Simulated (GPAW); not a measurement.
# P (P2/m) in GPAW: settings compared

Aim: see how the results for P move with the level of theory and the settings. Levels: RPBE, PBE, LDA. Tasks: single point.

Program: GPAW 26.7.0. These are calculated values, not measurements. Logs are shortened: lines on timing, memory, paths and dates and some standing lists are left out, and cuts for length are marked. The log counts tension as positive stress, the text compression.

## 1. The structure

Symmetry: P2/m, No. 10, monoclinic system. The conventional cell has a = 2.425 Å, b = 2.439 Å, c = 4.852 Å, α = 90.00°, β = 90.24°, γ = 90.00°. Around P (site symmetry m) lie 6 P at 2.42 to 2.44 Å.

This isn't the form of P at room conditions, which is orthorhombic.

## 2. Single point, RPBE

run.py

```python
from ase.dft.bandgap import bandgap
from ase.io import read, write
from ase.units import GPa
from gpaw import GPAW, PW

atoms = read('P.xyz')

calc = GPAW(mode=PW(600),
            xc='RPBE',
            kpts={'size': (11, 11, 6), 'gamma': True},
            occupations={'name': 'methfessel-paxton', 'order': 0, 'width': 0.02},
            nbands=13,
            convergence={'density': 1e-05, 'energy': 1e-05},
            maxiter=150,
            txt='gpaw.txt')
atoms.calc = calc
energy = atoms.get_potential_energy()
forces = atoms.get_forces()
stress = atoms.get_stress()
calc.write('gs.gpw')
write('result.traj', atoms)
print(f'Energy: {energy:.6f} eV')
print('Forces (eV/A):')
print(forces.round(4))
print('Stress (GPa):', (stress / GPa).round(3))
print('Fermi level:', round(calc.get_fermi_level(), 4), 'eV')
print(f'Gap: {bandgap(calc)[0]:.4f} eV, direct: {bandgap(calc, direct=True)[0]:.4f} eV')
```

P.xyz

```xyz
2
Lattice="2.4246941115 0.0000000000 0.0000000000 0.0000000000 2.4385351442 0.0000000000 -0.0203144631 0.0000000000 4.8524328982" Properties=species:S:1:pos:R:3 pbc="T T T"
P     -0.0152241011      0.0000000000      3.6365362716
P      2.4196037495      0.0000000000      1.2158966266
```

Potentials or basis: the program's PAW data sets (release 1.2.1) made for this functional, pw.

Command:

```sh
$ OMP_NUM_THREADS=1 python run.py
```

gpaw.txt:

```text
__  _  _
 | _ |_)|_||  |
 |__||  | ||/\| - 26.7.0

Input parameters:
  mode=PW(ecut=600.0),
  convergence={'density': 1e-05, 'energy': 1e-05},
  kpts=MonkhorstPack(size=(11, 11, 6), gamma=True),
  maxiter=150,
  nbands=13,
  occupations=Occupations(name='methfessel-paxton', order=0, width=0.02),
  xc=XC(name='RPBE')

Diagonalizing LCAO Hamiltonian
Converting LCAO to pw mode

       P

             P

Atoms  # Å, Bohr magnetons
|   | symbol |         x |        y |        z |    initial magnetic moments |
|---|--------|-----------|----------|----------|-----------------------------|
| 0 |      P | -0.015224 | 0.000000 | 3.636536 | ( 0.0000,  0.0000,  0.0000) |
| 1 |      P |  2.419604 | 0.000000 | 1.215897 | ( 0.0000,  0.0000,  0.0000) |

Unit cell  # Å
| periodic |         x |        y |        z |  lengths |    angles |
|----------|-----------|----------|----------|----------|-----------|
|      yes |  2.424694 | 0.000000 | 0.000000 | 2.424694 | 90.000000 |
|      yes |  0.000000 | 2.438535 | 0.000000 | 2.438535 | 90.239864 |
|      yes | -0.020314 | 0.000000 | 4.852433 | 4.852475 | 90.000000 |

Number of symmetries: 4
Symmetry operations  # r_c * U_cc + t_c -> r_c
|   | kind |            matrix            |
|---|------|------------------------------|
| 0 |  E   |  1, 0, 0,  0, 1, 0,  0, 0, 1 |
| 1 |  σ   |  1, 0, 0,  0,-1, 0,  0, 0, 1 |
| 2 |  C2  | -1, 0, 0,  0, 1, 0,  0, 0,-1 |
| 3 |  i   | -1, 0, 0,  0,-1, 0,  0, 0,-1 |

BZ-sampling:
  Number of BZ points: 726
  Number of IBZ points: 204

  Monkhorst-Pack size: [11, 11, 6]
  Monkhorst-Pack shift: [0.0, 0.0, 0.08333333333333333]

K-points  # in reciprocal-cell coordinates
|     |                                coordinates |     weight |
|-----|--------------------------------------------|------------|
|   0 | (  0.00000000,   0.00000000,   0.00000000) | 0.00137741 |
|   1 | (  0.00000000,   0.00000000,   0.16666667) | 0.00275482 |
|   2 | (  0.00000000,   0.00000000,   0.33333333) | 0.00275482 |
|   3 | (  0.00000000,   0.00000000,   0.50000000) | 0.00137741 |
|   4 | (  0.00000000,   0.09090909,   0.00000000) | 0.00275482 |
|   5 | (  0.00000000,   0.09090909,   0.16666667) | 0.00550964 |
|   6 | (  0.00000000,   0.09090909,   0.33333333) | 0.00550964 |
|   7 | (  0.00000000,   0.09090909,   0.50000000) | 0.00275482 |
|   8 | (  0.00000000,   0.18181818,   0.00000000) | 0.00275482 |
|   9 | (  0.00000000,   0.18181818,   0.16666667) | 0.00550964 |
| ... |                                            |            |
| 203 | (  0.45454545,   0.45454545,   0.50000000) | 0.00550964 |

Plane wave coefficients: 974
Cutoff: 600.0 eV

Spin-components: 1 (collinear spins)
Bands:           13
Projectors:      10
Spin-degeneracy: 2
Datatype:        complex128

Parallelization:
  kpt:    1
  domain: 1
  band:   1

Density:
  Valence electrons: 10.0
  Components: 1
  Grid points: [14 14 28]
  Charge: 0.0  # |e|

Potential:
  Grid points: [14 14 28]

species:
  P:
    name:    Phosphorus
    Z:       15.0
    valence: 5
    core:    10
    charge:  0.0  # [|e|]
    compensation charges:
      type: gauss
      rc: 0.30  # [Å]
      lmax: 2
    cutoffs:
      filter: 1.69  # [Å]
      core: 1.81  # [Å]
    projectors
    | kind |    occ | energy [eV] | rcut [Å] |
    |------|--------|-------------|----------|
    |   3s |  2.000 |     -13.955 |    0.953 |
    |   3p |  3.000 |      -5.495 |    0.953 |
    |    s |        |      13.257 |    0.953 |
    |    p |        |      21.717 |    0.953 |
    |    d |        |       0.000 |    0.953 |

    Using partial waves for P as LCAO basis

Reference energy: -18613.000293  # eV

eigensolver:
  PPCG
  Converge bands: occupied
  niter=2

density mixing:
  MSR1-Mixer
  Pratt-step length: 0.05
  Maximum mixing coefficient: 0.75
  Old densities: 10
  SVD Regularization: 0.005
  Good broyden scale: 1.0
  Trust region scale: 1.0
  Backstep threshold: 4.0
  History deletion threshold: 6.0
  Fourier metric: weight=20.0, sigma=0.015

occupation numbers:
  Methfessel-Paxton:
    width: 0.0200  # eV
    order: 0

poisson solver:
  ecut: 4800.0  # eV

xc functional:
  name: RPBE with 2 nearest neighbor stencil

convergence criteria:
- Maximum integral of absolute [dens]ity change: 1e-05 electrons / valence electron
- Maximum [total energy] change in last 3 cyles: 1e-05 eV / valence electron
- Maximum integral of absolute [eigenst]ate change: 4e-08 eV^2 / valence electron
maximum number of iterations: 150

SCF iterations
|iter     | |      energy | eigst |  dens |
|---------|-|-------------|-------|-------|
|iter:   1| |   -9.613572 | +0.21 |       |
|iter:   2| |   -9.626634 | -2.29 | -1.19 |
|iter:   3| |   -9.654815 | -3.40 | -1.22 |
|iter:   4| |   -9.658774 | -3.86 | -1.64 |
|iter:   5| |   -9.658916 | -5.91 | -2.74 |
|iter:   6| |   -9.658951 | -6.18 | -3.15 |
|iter:   7| |   -9.658951c| -7.45c| -3.87 |
|iter:   8| |   -9.658951c| -8.37c| -4.28 |
|iter:   9| |   -9.658951c| -8.58c| -5.20c|

Converged in 9 steps
Energy contributions relative to reference atoms: (reference = -18613.000293)

Energy contributions:
  Kinetic:           9.571484
  Coulomb:          -7.090056
  Zero:             -0.056288
  External:          0.000000
  Xc:              -12.084031
  Entropy:          -0.000119
  Spinorbit:         0.000000
  ----------------------------
  Free energy:      -9.659011
  Extrapolated:     -9.658951

dipole moment: (0.000002, -13.197983, 0.000003)  # |e|*Ang

Fermi level: 9.925
Eigenvalues  # (at kpt = [0.000, 0.000, 0.000])
| band index |      eig [eV] | occ [0-2] |
|------------|---------------|-----------|
|          0 |        -6.680 |     2.000 |
|          1 |        -2.233 |     2.000 |
|          2 |         1.166 |     2.000 |
|          3 |        14.980 |     0.000 |
|          4 |        15.183 |     0.000 |
|          5 |        15.230 |     0.000 |
|          6 |        16.643 |     0.000 |
|          7 |        16.703 |     0.000 |
|          8 |        17.909 |     0.000 |
|          9 |        18.145 |     0.000 |
|         10 |        19.235 |     0.000 |
|        ... |               |           |
|         12 |        24.306 |     0.000 |

No gap
No difference between direct/indirect transitions

Forces  # eV/Ang
|        x |       y |        z |
|----------|---------|----------|
|  0.00034 | 0.00000 | -0.02449 |  # P    0
| -0.00034 | 0.00000 |  0.02449 |  # P    1

Stress tensor  # eV/Ang^3
|         x |         y |         z |
|-----------|-----------|-----------|
| -0.030184 |  0.000000 | -0.000673 |
|  0.000000 | -0.023227 |  0.000000 |
| -0.000673 |  0.000000 | -0.026724 |

# Writing to gs.gpw (mode='')
```

Wall time 34 s (1 thread of Arm Neoverse V1, shared host); peak memory 0.2 GiB.

Results:

| Property | Result |
| --- | --- |
| Free energy | -9.6590 eV |
| Pressure | 4.3 GPa |
| Largest force | 0.024 eV/Å |
| Band gap on the k mesh | none (metal or under the smearing width) |

Forces on the atoms (eV/Å):
```
P    0.000  0.000 -0.024
P    0.000  0.000  0.024
```

Stress tensor (GPa, compression positive):
```
4.84 0.00 0.11
0.00 3.72 0.00
0.11 0.00 4.28
```

## 3. Single point, PBE

run.py, as its differences from that of step 2:

```diff
@@ -2,4 +2,5 @@
 from ase.io import read, write
-from ase.units import GPa
+from ase.units import Bohr, GPa
 from gpaw import GPAW, PW
+from gpaw.elf import elf_from_dft_calculation
 
@@ -8,5 +9,5 @@
 calc = GPAW(mode=PW(600),
-            xc='RPBE',
+            xc='PBE',
             kpts={'size': (11, 11, 6), 'gamma': True},
-            occupations={'name': 'methfessel-paxton', 'order': 0, 'width': 0.02},
+            occupations={'name': 'methfessel-paxton', 'order': 0, 'width': 0.1},
             nbands=13,
@@ -27 +28,6 @@
 print(f'Gap: {bandgap(calc)[0]:.4f} eV, direct: {bandgap(calc, direct=True)[0]:.4f} eV')
+
+# fields on the real-space grid
+write('density.cube', atoms, data=calc.get_pseudo_density() * Bohr**3)
+write('potential.cube', atoms, data=calc.get_electrostatic_potential())
+write('elf.cube', atoms, data=elf_from_dft_calculation(calc).data)
```

P.xyz is that of step 2.

Potentials or basis: GPAW PAW data sets (gpaw-data 1.2.1), pw.

Command:

```sh
$ OMP_NUM_THREADS=1 python run.py
```

Run time: 32 s. Hardware: 1 thread of Arm Neoverse V1, shared host; peak memory 0.2 GiB.

Results (log left out):

```
Free energy            : -10.4573 eV
Pressure               : 2.6 GPa
Largest force          : 0.006 eV/Å
Band gap on the k mesh : none (metal or under the smearing width)
```

Forces on the atoms (eV/Å):
```
P    0.000  0.000  0.006
P    0.000  0.000 -0.006
```

Stress tensor (GPa, compression positive):
```
3.42 0.00 0.21
0.00 2.19 0.00
0.21 0.00 2.22
```

Levels at points of the mesh, in eV from the Fermi level:
```csv
k point,band 2,band 3,band 4,band 5,band 6,band 7,band 8,band 9
"(0.00, 0.00, 0.00)",-12.14,-8.74,5.04,5.24,5.29,6.75,6.81,7.95
"(0.00, 0.00, 0.50)",-15.14,-3.05,-3.00,6.12,6.15,6.36,6.39,7.82
```

## 4. Single point, LDA

run.py

```python
from ase.dft.bandgap import bandgap
from ase.io import read, write
from ase.units import GPa
from gpaw import GPAW, PW

atoms = read('P.xyz')

calc = GPAW(mode=PW(600),
            xc='LDA',
            kpts={'size': (11, 11, 6), 'gamma': True},
            occupations={'name': 'methfessel-paxton', 'order': 0, 'width': 0.05},
            nbands=13,
            convergence={'density': 1e-05, 'energy': 1e-05},
            maxiter=150,
            txt='gpaw.txt')
atoms.calc = calc
energy = atoms.get_potential_energy()
forces = atoms.get_forces()
stress = atoms.get_stress()
calc.write('gs.gpw')
write('result.traj', atoms)
print(f'Energy: {energy:.6f} eV')
print('Forces (eV/A):')
print(forces.round(4))
print('Stress (GPa):', (stress / GPa).round(3))
print('Fermi level:', round(calc.get_fermi_level(), 4), 'eV')
print(f'Gap: {bandgap(calc)[0]:.4f} eV, direct: {bandgap(calc, direct=True)[0]:.4f} eV')
```

P.xyz is that of step 3.

Potentials or basis: the program's PAW data sets (release 1.2.1) made for this functional, pw.

Command:

```sh
$ OMP_NUM_THREADS=1 python run.py
```

gpaw.txt:

```text
__  _  _
 | _ |_)|_||  |
 |__||  | ||/\| - 26.7.0

Input parameters:
  mode=PW(ecut=600.0),
  convergence={'density': 1e-05, 'energy': 1e-05},
  kpts=MonkhorstPack(size=(11, 11, 6), gamma=True),
  maxiter=150,
  nbands=13,
  occupations=Occupations(name='methfessel-paxton', order=0, width=0.05),
  xc=XC(name='LDA')

Diagonalizing LCAO Hamiltonian
Converting LCAO to pw mode

       P

             P

Atoms  # Å, Bohr magnetons
|   | symbol |         x |        y |        z |    initial magnetic moments |
|---|--------|-----------|----------|----------|-----------------------------|
| 0 |      P | -0.015224 | 0.000000 | 3.636536 | ( 0.0000,  0.0000,  0.0000) |
| 1 |      P |  2.419604 | 0.000000 | 1.215897 | ( 0.0000,  0.0000,  0.0000) |

Unit cell  # Å
| periodic |         x |        y |        z |  lengths |    angles |
|----------|-----------|----------|----------|----------|-----------|
|      yes |  2.424694 | 0.000000 | 0.000000 | 2.424694 | 90.000000 |
|      yes |  0.000000 | 2.438535 | 0.000000 | 2.438535 | 90.239864 |
|      yes | -0.020314 | 0.000000 | 4.852433 | 4.852475 | 90.000000 |

Number of symmetries: 4
Symmetry operations  # r_c * U_cc + t_c -> r_c
|   | kind |            matrix            |
|---|------|------------------------------|
| 0 |  E   |  1, 0, 0,  0, 1, 0,  0, 0, 1 |
| 1 |  σ   |  1, 0, 0,  0,-1, 0,  0, 0, 1 |
| 2 |  C2  | -1, 0, 0,  0, 1, 0,  0, 0,-1 |
| 3 |  i   | -1, 0, 0,  0,-1, 0,  0, 0,-1 |

BZ-sampling:
  Number of BZ points: 726
  Number of IBZ points: 204

  Monkhorst-Pack size: [11, 11, 6]
  Monkhorst-Pack shift: [0.0, 0.0, 0.08333333333333333]

K-points  # in reciprocal-cell coordinates
|     |                                coordinates |     weight |
|-----|--------------------------------------------|------------|
|   0 | (  0.00000000,   0.00000000,   0.00000000) | 0.00137741 |
|   1 | (  0.00000000,   0.00000000,   0.16666667) | 0.00275482 |
|   2 | (  0.00000000,   0.00000000,   0.33333333) | 0.00275482 |
|   3 | (  0.00000000,   0.00000000,   0.50000000) | 0.00137741 |
|   4 | (  0.00000000,   0.09090909,   0.00000000) | 0.00275482 |
|   5 | (  0.00000000,   0.09090909,   0.16666667) | 0.00550964 |
|   6 | (  0.00000000,   0.09090909,   0.33333333) | 0.00550964 |
|   7 | (  0.00000000,   0.09090909,   0.50000000) | 0.00275482 |
|   8 | (  0.00000000,   0.18181818,   0.00000000) | 0.00275482 |
|   9 | (  0.00000000,   0.18181818,   0.16666667) | 0.00550964 |
| ... |                                            |            |
| 203 | (  0.45454545,   0.45454545,   0.50000000) | 0.00550964 |

Plane wave coefficients: 974
Cutoff: 600.0 eV

Spin-components: 1 (collinear spins)
Bands:           13
Projectors:      10
Spin-degeneracy: 2
Datatype:        complex128

Parallelization:
  kpt:    1
  domain: 1
  band:   1

Density:
  Valence electrons: 10.0
  Components: 1
  Grid points: [14 14 28]
  Charge: 0.0  # |e|

Potential:
  Grid points: [14 14 28]

species:
  P:
    name:    Phosphorus
    Z:       15.0
    valence: 5
    core:    10
    charge:  0.0  # [|e|]
    compensation charges:
      type: gauss
      rc: 0.30  # [Å]
      lmax: 2
    cutoffs:
      filter: 1.69  # [Å]
      core: 1.81  # [Å]
    projectors
    | kind |    occ | energy [eV] | rcut [Å] |
    |------|--------|-------------|----------|
    |   3s |  2.000 |     -14.015 |    0.953 |
    |   3p |  3.000 |      -5.596 |    0.953 |
    |    s |        |      13.197 |    0.953 |
    |    p |        |      21.615 |    0.953 |
    |    d |        |       0.000 |    0.953 |

    Using partial waves for P as LCAO basis

Reference energy: -18545.211615  # eV

eigensolver:
  PPCG
  Converge bands: occupied
  niter=2

density mixing:
  MSR1-Mixer
  Pratt-step length: 0.05
  Maximum mixing coefficient: 0.75
  Old densities: 10
  SVD Regularization: 0.005
  Good broyden scale: 1.0
  Trust region scale: 1.0
  Backstep threshold: 4.0
  History deletion threshold: 6.0
  Fourier metric: weight=20.0, sigma=0.015

occupation numbers:
  Methfessel-Paxton:
    width: 0.0500  # eV
    order: 0

poisson solver:
  ecut: 4800.0  # eV

xc functional:
  name: None

convergence criteria:
- Maximum integral of absolute [dens]ity change: 1e-05 electrons / valence electron
- Maximum [total energy] change in last 3 cyles: 1e-05 eV / valence electron
- Maximum integral of absolute [eigenst]ate change: 4e-08 eV^2 / valence electron
maximum number of iterations: 150

SCF iterations
|iter     | |      energy | eigst |  dens |
|---------|-|-------------|-------|-------|
|iter:   1| |  -12.023573 | +0.19 |       |
|iter:   2| |  -12.032249 | -2.31 | -1.18 |
|iter:   3| |  -12.029005 | -3.47 | -1.21 |
|iter:   4| |  -12.028116 | -4.10 | -1.66 |
|iter:   5| |  -12.028171 | -6.56 | -2.73 |
|iter:   6| |  -12.028181c| -7.00 | -3.18 |
|iter:   7| |  -12.028180c| -7.66c| -4.49 |
|iter:   8| |  -12.028180c| -8.15c| -4.70 |
|iter:   9| |  -12.028180c| -9.27c| -5.65c|

Converged in 9 steps
Energy contributions relative to reference atoms: (reference = -18545.211615)

Energy contributions:
  Kinetic:           9.966317
  Coulomb:          -7.402499
  Zero:             -0.057410
  External:          0.000000
  Xc:              -14.534141
  Entropy:          -0.000896
  Spinorbit:         0.000000
  ----------------------------
  Free energy:     -12.028628
  Extrapolated:    -12.028180

dipole moment: (0.000002, -13.221974, 0.000004)  # |e|*Ang

Fermi level: 9.636
Eigenvalues  # (at kpt = [0.000, 0.000, 0.000])
| band index |      eig [eV] | occ [0-2] |
|------------|---------------|-----------|
|          0 |        -6.909 |     2.000 |
|          1 |        -2.468 |     2.000 |
|          2 |         0.901 |     2.000 |
|          3 |        14.619 |     0.000 |
|          4 |        14.818 |     0.000 |
|          5 |        14.865 |     0.000 |
|          6 |        16.413 |     0.000 |
|          7 |        16.473 |     0.000 |
|          8 |        17.489 |     0.000 |
|          9 |        17.721 |     0.000 |
|         10 |        19.000 |     0.000 |
|        ... |               |           |
|         12 |        23.928 |     0.000 |

No gap
No difference between direct/indirect transitions

Forces  # eV/Ang
|        x |       y |        z |
|----------|---------|----------|
|  0.00026 | 0.00000 | -0.00991 |  # P    0
| -0.00026 | 0.00000 |  0.00991 |  # P    1

Stress tensor  # eV/Ang^3
|         x |        y |         z |
|-----------|----------|-----------|
|  0.011901 | 0.000000 | -0.000979 |
|  0.000000 | 0.018163 |  0.000000 |
| -0.000979 | 0.000000 |  0.014984 |

# Writing to gs.gpw (mode='')
```

Run time: 29 s. Hardware: 1 thread of Arm Neoverse V1, shared host; peak memory 0.2 GiB.

What came out:

```yaml
Free_energy: -12.0286 eV
Pressure: -2.4 GPa
Largest_force: 0.010 eV/Å
Band_gap_on_the_k_mesh: none (metal or under the smearing width)
```

Forces in eV/Å, atoms in the order of the input:
```
P    0.000  0.000 -0.010
P    0.000  0.000  0.010
```

## 5. Overview

| level | potentials or basis | smearing | gap on the mesh (eV) | pressure (GPa) | largest force (eV/Å) |
| --- | --- | --- | --- | --- | --- |
| RPBE | the program's PAW data sets (release 1.2.1) made for this functional, pw | gaussian 0.02 eV | none | 4.3 | 0.02 |
| PBE | GPAW PAW data sets (gpaw-data 1.2.1), pw | gaussian 0.1 eV | none | 2.6 | 0.01 |
| LDA | the program's PAW data sets (release 1.2.1) made for this functional, pw | gaussian 0.05 eV | none | -2.4 | 0.01 |

Alike in all rows: task single point; no spin polarisation; cell as given; k mesh 11 × 11 × 6; cutoff (eV) 600.

Total energies depend on the potentials used, so only differences within one code and one set of settings carry meaning.
